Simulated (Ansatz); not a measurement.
# ZnO: single point and phonons, part 2 of 2

Aim: for ZnO, 2 runs in a chain (single point and phonons).

Ansatz 0.2.0; DFT r2SCAN, scalar-relativistic, plane waves, PAW. The steps go on from the part before.

## (3) Phonons

input.yaml reads:

```yaml
crystal:
  lattice:
    - [3.2494, 0.0, 0.0]
    - [-1.6247, 2.8140629471, 0.0]
    - [0.0, 0.0, 5.2038]
  atoms:
    - { symbol: Zn, position: [0.3333333333, 0.6666666667, 0.0] }
    - { symbol: Zn, position: [0.6666666667, 0.3333333333, 0.5] }
    - { symbol: O, position: [0.3333333333, 0.6666666667, 0.3821] }
    - { symbol: O, position: [0.6666666667, 0.3333333333, 0.8821] }
scf:
  occupations: { method: fixed }
output: {}
hamiltonian:
  xc: r2scan
kpoints:
  mp_grid: { grid: [9, 9, 6] }
phonons:
  method: dfpt
  dielectric: true
  rigid_motions: translations
  eigenvectors: true
```

Launch:

```sh
ansatz run input.yaml --threads 4 --pin off --max-ram 8192MiB --backend cpu --events-out ev --progress --plain --runs-dir out
```

The log of the run:

```text
Warning: RAYON_NUM_THREADS=4 ignored (pool sized by the plan → 4); use --threads N
Engine: ansatz 0.2.0, x86_64-unknown-linux-gnu
Pseudopotentials: kind: paw
Pseudopotential: Zn, paw, valence charge 12, recommended cutoff 500 eV (meta_gga), Zn.paw.azcp
Pseudopotential: O, paw, valence charge 6, recommended cutoff 500 eV (meta_gga), O.paw.azcp
Functional definition: r2SCAN
  parameter k0 = 0.174
  parameter k1 = 0.065
  parameter a1 = 4.9479
  exchange = r2scan_x(k0 = k0, k1 = k1, a1 = a1)
  correlation = r2scan_c
Crystal: 4 atoms, lattice volume = 47.584 Å³
Basis set: ecut = 500 eV, 1201 PW (Γ), exchange–correlation on 144×144×240 points (216 copies of the dense FFT grid, shifted against one another)
Bands: 22, of which v1, the nominal top of the filled ones, is band 18 counted from 1 (17 counted from 0)
Symmetry: 12 space group operations
k-points: 140 of 486 (irreducible under 2 space group operations, time reversal used)
Non-local potential: Zn, projectors of the file, l = 0: 2, l = 1: 2, l = 2: 3, l = 3: 1
Non-local potential: O, projectors of the file, l = 0: 2, l = 1: 2, l = 2: 1
PAW form: soft (Blöchl's): semilocal exchange-correlation on the pseudo side does not see the compensation charge
PAW frozen core: Zn, regenerated for the run's functional (the file was generated under x = pbe(κ = 0.804, μ = 0.2195149727645171), c = pbe(β = 0.06672455060314922))
PAW frozen core: O, regenerated for the run's functional (the file was generated under x = pbe(κ = 0.804, μ = 0.2195149727645171), c = pbe(β = 0.06672455060314922))
PAW one-centre angular grid: Zn, 590 points (default); XC on 261 of its mesh's 2673 points in the sphere
PAW one-centre angular grid: O, 302 points (default); XC on 160 Gauss nodes
Initial density: superposition of atomic densities (neutral atoms: chi_scale 0, normalization atom), corrected by the library's trained network
Initial wavefunctions: pseudopotential atomic-orbital guess
Functional: x = r2scan, c = r2scan; τ floored in thin density (d = 2e-4 eV/Å³)
SCF iter   1: F=—  HF=-7789.831702 eV  |F-HF|=—  |Δ(HF+E_count)|=         —  Δρ=2.02e-2  dr2=9.48e-2  dr2_τ=9.84e-2  ethr=1.77e-3  ⟨swp⟩=4.9  Hψ=12087  notcnv=0  defer=265
preconditioner: auto → Resta (q_TF=auto, 2.604 Å⁻¹)  ε∞=6.6  [insulator: Δε(μ)=1.376 eV  Ē_g=13.664 eV  n_scr=22 (ndim 8)  ℏωp=32.3 eV  f_vac=0.036  ε∞_Penn≈6.6]
SCF iter   2: F=—  HF=-7789.855137 eV  |F-HF|=—  |Δ(HF+E_count)|=   2.34e-2  Δρ=4.94e-3  dr2=9.40e-3  dr2_τ=6.73e-4  ethr=2.63e-4  ⟨swp⟩=2.3  Hψ=6794  notcnv=0  defer=261
SCF iter   3: F=—  HF=-7789.852542 eV  |F-HF|=—  |Δ(HF+E_count)|=   2.60e-3  Δρ=4.76e-3  dr2=5.39e-3  dr2_τ=2.14e-4  ethr=2.61e-5  ⟨swp⟩=2.0  Hψ=5603  notcnv=0  defer=277
SCF iter   4: F=—  HF=-7789.851349 eV  |F-HF|=—  |Δ(HF+E_count)|=   1.19e-3  Δρ=5.49e-4  dr2=1.16e-4  dr2_τ=2.72e-5  ethr=1.50e-5  ⟨swp⟩=3.0  Hψ=5551  notcnv=0  defer=277
SCF iter   5: F=—  HF=-7789.851426 eV  |F-HF|=—  |Δ(HF+E_count)|=   7.63e-5  Δρ=2.95e-4  dr2=2.41e-5  dr2_τ=2.08e-6  ethr=3.21e-7  ⟨swp⟩=2.5  Hψ=5587  notcnv=0  defer=145
SCF iter   6: F=—  HF=-7789.851448 eV  |F-HF|=—  |Δ(HF+E_count)|=   2.22e-5  Δρ=4.64e-5  dr2=1.21e-6  dr2_τ=1.90e-8  ethr=6.69e-8  ⟨swp⟩=2.0  Hψ=4924  notcnv=0
SCF iter   7: F=—  HF=-7789.851448 eV  |F-HF|=—  |Δ(HF+E_count)|=   4.72e-7  Δρ=1.76e-5  dr2=1.28e-7  dr2_τ=8.52e-9  ethr=3.36e-9  ⟨swp⟩=2.0  Hψ=5349  notcnv=0
SCF iter   8: F=—  HF=-7789.851448 eV  |F-HF|=—  |Δ(HF+E_count)|=   2.29e-8  Δρ=1.15e-5  dr2=6.09e-8  dr2_τ=4.80e-9  ethr=3.56e-10  ⟨swp⟩=2.0  Hψ=5600  notcnv=0
SCF iter   9: F=—  HF=-7789.851448 eV  |F-HF|=—  |Δ(HF+E_count)|=   1.27e-8  Δρ=3.34e-6  dr2=5.08e-9  dr2_τ=1.26e-10  ethr=1.69e-10  ⟨swp⟩=2.3  Hψ=4283  notcnv=0
SCF iter  10: F=—  HF=-7789.851448 eV  |F-HF|=—  |Δ(HF+E_count)|=   1.08e-9  Δρ=1.16e-6  dr2=5.67e-10  dr2_τ=1.73e-11  ethr=1.41e-11  ⟨swp⟩=2.2  Hψ=4487  notcnv=0
SCF iter  11: F=-7789.851448 eV  HF=-7789.851448 eV  |F-HF|=5.46e-12  |Δ(HF+E_count)|=  1.35e-10  Δρ=8.87e-8  dr2=3.88e-12  dr2_τ=1.04e-13  ethr=1.00e-12  ⟨swp⟩=7.0  Hψ=18233  notcnv=0
SCF 1 converged in 11 iterations: F = -7789.851448 eV  dr2 = 3.88e-12
NSCF: frozen V_eff on 4 k-points
DFPT response loops at Γ: preconditioner auto → Resta (q_TF=auto, 2.604 Å⁻¹)  ε∞=7.0 (no band partly filled); β = 1.00, the filter's whole step (`scf.mixing.beta` (0.50) is not read by the response loops at its default; to damp them type it under 1.00, their step now; it binds the ground state too); Broyden in place of MSR1
── the response to a field inside a basis, on 12×12×8 k-points: an SCF that follows is theirs, and a resumed run solves both again ──
Bands: 19, of which v1, the nominal top of the filled ones, is band 18 counted from 1 (17 counted from 0)
k-points: 168 of 1152 (irreducible under 4 space group operations, time reversal used)
Initial density: handed on by an earlier stage of this run
Initial wavefunctions: pseudopotential atomic-orbital guess (no wavefunctions were taken with the density)
Eigensolver: Dense (168 Hₖ)
SCF iter   1: F=—  HF=-7789.847053 eV  |F-HF|=—  |Δ(HF+E_count)|=         —  Δρ=1.39e-4  dr2=1.78e-6  dr2_τ=1.85e-6  ethr=1.00e-1
preconditioner: auto → Resta (q_TF=auto, 2.604 Å⁻¹)  ε∞=9.7  [insulator: Δε(μ)=1.503 eV  Ē_g=10.963 eV  n_scr=22 (ndim 8)  ℏωp=32.3 eV  f_vac=0.041  ε∞_Penn≈9.7]
SCF iter   2: F=—  HF=-7789.847058 eV  |F-HF|=—  |Δ(HF+E_count)|=   4.80e-6  Δρ=1.00e-4  dr2=1.77e-6  dr2_τ=3.74e-7  ethr=4.95e-9
SCF iter   3: F=—  HF=-7789.847059 eV  |F-HF|=—  |Δ(HF+E_count)|=   1.28e-6  Δρ=4.04e-5  dr2=2.22e-7  dr2_τ=9.10e-8  ethr=4.90e-9
SCF iter   4: F=-7789.847059 eV  HF=-7789.847059 eV  |F-HF|=8.57e-9  |Δ(HF+E_count)|=   3.23e-7  Δρ=6.93e-6  dr2=1.46e-8  dr2_τ=2.17e-9  ethr=6.16e-10
SCF 1 converged in 4 iterations: F = -7789.847059 eV  dr2 = 1.46e-8
DFPT response loops at Γ: preconditioner auto → Resta (q_TF=auto, 2.604 Å⁻¹)  ε∞=6.3 (no band partly filled); β = 1.00, the filter's whole step (`scf.mixing.beta` (0.50) is not read by the response loops at its default; to damp them type it under 1.00, their step now; it binds the ground state too); Broyden in place of MSR1
WARN: field response: ε∞ stands inside a basis, on 12×12×8 points; the force constants stand on the 9×9×6 k-mesh, whose period is 11.63 times the interband length at k = (0.0000, 0.0000, 0.0000), direct gap 1.233 eV, under 14: take them and everything formed from them as unconverged, and compare with a denser kpoints.mp_grid
SCF converged after 11 iterations
Free energy (F): -7789.851448 eV
Harris-Foulkes:  -7789.851448 eV  (|F-HF|=5.46e-12)
Internal energy: -7789.851448 eV  (E = F + TS)
E sigma→0 (E₀):  -7789.851448 eV
Fermi energy:    6.856968 eV
--- Per-component energies (eV) ---
  E_band       = 46.605838
  E_kinetic    = 612.400764
  E_local      = -4017.256847  (includes V_loc(G=0)·N_el)
  E_nonlocal   = 1342.578641
  E_hartree    = 1657.495842
  E_xc         = -392.587305
  E_vxc        = -315.529910  (∫ρ·V_xc dr)
  E_paw        = -4029.127093  (= ΣΔE_a)
  E_vpaw       = -909.724108  (= ΣTr[D̂ρ^β])
  E_aug_tail   = 0.001818  (compensation charges beyond the density's cutoff)
  E_vtau       = 19.143821  (kinetic-family band-sum trace: ∫τ·v_τ [+ j·A + Jᵃ·Aᵃ] dr)
  E_ewald      = -2962.928149
  E_core_change = -0.429119  (= ΣΔE_core)
  E_smearing   = -0.000000  (= −TS)
  E_closure    = 0.000000  (closes the sum)
  Σ components = -7789.851448   (vs F -7789.851448, Δ=0.00e0)
--- Band table (eV; the first three rows and the last of 140) ---
  k-point 0: bands = ["-12.2075", "-11.5121", "1.0319", "1.0319", "1.1223", "1.2144", "1.2283", "1.2283", "2.2826", "2.2826", "2.4891", "2.4891", "2.7706", "6.0574", "6.0574", "6.7571", "6.8570", "6.8570", "8.0898", "12.6879", "15.7087", "20.5293"]
  k-point 1: bands = ["-12.1630", "-11.5609", "1.0391", "1.0391", "1.0736", "1.0863", "1.2085", "1.2085", "2.3015", "2.3015", "2.4811", "2.4811", "3.0935", "6.1123", "6.1123", "6.2604", "6.8049", "6.8049", "8.6818", "12.4285", "15.9400", "20.5296"]
  k-point 2: bands = ["-12.0401", "-11.6925", "0.9220", "0.9655", "1.0628", "1.0628", "1.1598", "1.1598", "2.3497", "2.3497", "2.4543", "2.4543", "3.8018", "5.4597", "6.2613", "6.2613", "6.6615", "6.6615", "9.7133", "11.7409", "16.6067", "19.1788"]
  k-point 139: bands = ["-11.4872", "-11.4872", "0.8165", "0.8165", "1.3535", "1.3535", "1.5595", "1.5595", "2.4198", "2.4198", "2.5404", "2.5404", "3.6428", "3.6428", "4.8995", "4.8995", "5.5684", "5.5684", "13.4232", "13.4232", "16.4879", "16.4879"]
--- Phonons (Γ-DFPT): 4 representative perturbations + reference, on 140 of 486 k-points (Σ response iterations 32) ---
  k mesh reduced under 2 symmetry operations, with k and −k counted as one. Each operation leaves every solved perturbation unchanged. A smaller set is not considered because the functional reads the kinetic-energy density
  ASR residual: 2.093e-4 → 0.000e0 eV/Å²; symmetrization residual: 6.229e-6 eV/Å²
  ASR residual per site (eV/Å²): 2.09e-4 2.09e-4 1.52e-4 1.52e-4
  Γ frequencies (cm⁻¹): 0.00 0.00 0.00 94.42 94.42 254.56 362.16 395.01 395.01 426.16 426.16 533.41
  ε∞ (high-frequency dielectric tensor):
        4.364139    -0.000000     0.000000
       -0.000000     4.364139     0.000000
        0.000000    -0.000000     4.410028
  ε⁰ (static dielectric tensor: ions relaxed, cell fixed):
        8.898688    -0.000000     0.000000
       -0.000000     8.898688     0.000000
        0.000000     0.000000    10.016979
  ε⁰ − ε∞ (ionic part):
        4.534549    -0.000000     0.000000
       -0.000000     4.534549     0.000000
        0.000000     0.000000     5.606951
  softest optical mode at Γ: 94.42 cm⁻¹; the repairs (sum rule, projections) moved no ω² at Γ by more than (1.96 cm⁻¹)²
  Born effective charges Z* (e; rows j = field, columns β = displacement):
    site 0:
         2.09695   -0.00000    0.00000
        -0.00000    2.09695   -0.00000
         0.00000   -0.00000    2.13787
    site 1:
         2.09695   -0.00000    0.00000
        -0.00000    2.09695    0.00000
         0.00000    0.00000    2.13787
    site 2:
        -2.09695    0.00000   -0.00000
         0.00000   -2.09695    0.00000
        -0.00000   -0.00000   -2.13787
    site 3:
        -2.09695    0.00000   -0.00000
         0.00000   -2.09695    0.00000
        -0.00000    0.00000   -2.13787
  Z* charge neutrality: 1.658e-3 e pre-enforcement
  solved inside a basis spanned on kpoints, on 12×12×8 k-points, its susceptibility summed on 18×18×10: ε∞ is read to err by 1.3e-2, Z* by 1.4e-2 e (field_mesh: kpoints solves on kpoints); Z* is corrected for what the basis lacks
  optical modes at Γ without the LO–TO term, one row a degenerate level:
      ω (cm⁻¹)  modes    IR ((D/Å)²/amu)
         94.42      2             0.0000
        254.56      1             0.0000
        362.16      1            16.4071
        395.01      2            31.5699
        426.16      2             0.0000
        533.41      1             0.0000
  optical modes at Γ + LO–TO along q̂ = [1.0000, 0.0000, 0.0000]:
      ω (cm⁻¹)  modes    IR ((D/Å)²/amu)
         94.42      2             0.0000
        254.56      1             0.0000
        362.16      1            16.4071
        395.01      1            15.7850
        426.16      2             0.0000
        533.41      1             0.0000
        564.05      1            15.7850
  optical modes at Γ + LO–TO along q̂ = [0.0000, 1.0000, 0.0000]:
      ω (cm⁻¹)  modes    IR ((D/Å)²/amu)
         94.42      2             0.0000
        254.56      1             0.0000
        362.16      1            16.4071
        395.01      1            15.7850
        426.16      2             0.0000
        533.41      1             0.0000
        564.05      1            15.7850
  optical modes at Γ + LO–TO along q̂ = [0.0000, 0.0000, 1.0000]:
      ω (cm⁻¹)  modes    IR ((D/Å)²/amu)
         94.42      2             0.0000
        254.56      1             0.0000
        395.01      2            31.5699
        426.16      2             0.0000
        533.41      1             0.0000
        545.82      1            16.4071
```

Wall time 90 s (4 threads of Intel Xeon 6975P-C (Granite Rapids), shared host); peak memory 2.1 GiB.

Optical levels at the zone centre, without the three acoustic modes and without the macroscopic field of LO modes (i: imaginary):

```tsv
cm⁻¹	meV	modes	IR intensity ((D/Å)²/amu)
94	11.7	2	0.00
255	31.6	1	0.00
362	44.9	1	16.41
395	49.0	2	31.57
426	52.8	2	0.00
533	66.1	1	0.00
```

Displacements in the lowest optical mode (94 cm⁻¹), eigenvector over the root of the mass, scaled so that the longest move is 1. It is one member of a degenerate level, so its direction within the level is arbitrary.

```tsv
atom	x	y	z
Zn1	0.00	-1.00	0.00
Zn2	0.00	1.00	0.00
O3	0.00	0.82	0.00
O4	0.00	-0.82	0.00
```

Displacements in the highest mode (533 cm⁻¹), eigenvector over the root of the mass, scaled so that the longest move is 1.

```tsv
atom	x	y	z
Zn1	0.00	0.00	-0.05
Zn2	0.00	0.00	0.05
O3	0.00	0.00	1.00
O4	0.00	0.00	-1.00
```

Born effective charges (e), diagonal parts, one row a distinct site:

```tsv
atom	Z*xx	Z*yy	Z*zz	mean
Zn1	2.10	2.10	2.14	2.11
O3	-2.10	-2.10	-2.14	-2.11
```

Each polar mode adds Δε = (4.92064×10⁷/V)·S/ν² along z (S its oscillator strength in e²/amu, ν in cm⁻¹, V = 47.58 Å³):

```tsv
ν (cm⁻¹)	S_zz	Δε
362.2	0.7112	5.61
```

The sum is 5.61; with ε∞,zz = 4.41 that makes 10.02, and the run's static tensor has 10.02.

For a wave vector along z the longitudinal modes lie at 546 cm⁻¹. The Lyddane–Sachs–Teller product Π(ν_LO/ν_TO)² = 2.27 matches ε0/ε∞ = 2.27.

## (4) Results

The summary covers parts 1 to 2.

| step | volume (Å³/atom) | pressure (GPa) | energy (eV) | gap on the mesh (eV) | time |
| --- | --- | --- | --- | --- | --- |
| 2 | 11.90 | n/a | -7789.851 | 1.23 | 2.1 s |

| quantity | value |
| --- | --- |
| optical modes at Γ (without the LO field) | 94 to 533 cm⁻¹ |
| ε∞, principal values | 4.36, 4.36, 4.41 |
| ε0 with the ions free | 8.9, 8.9, 10.0 |
| mean Born charges | Zn +2.11, O -2.11 e |
| LO modes for q along z | 546 cm⁻¹ |

In words: No zone-centre mode is imaginary. That tests stability at Γ alone. The ions give 53 % of the static dielectric constant. The log warns that the force constants on this k mesh, and the frequencies and static response formed from them, are not converged. A measured gap of ZnO is 3.22 eV (direct; ceramic; “ZnCr2O4 Inclusions in ZnO Matrix Investigated by Probe-Corrected STEM-EELS”, 2019, pmc:6471317); the calculated 1.23 eV misses it by -1.99 eV. So large a miss can be the level of theory's own, or it may mean another phase, state or a wrong row. 4 values of this kind are on record (3.22 to 3.378 eV); this one was drawn at random among those near their median, those with a stated uncertainty first. It is a Kohn-Sham gap, without temperature or zero-point motion. Semilocal functionals usually fall short of measured gaps.
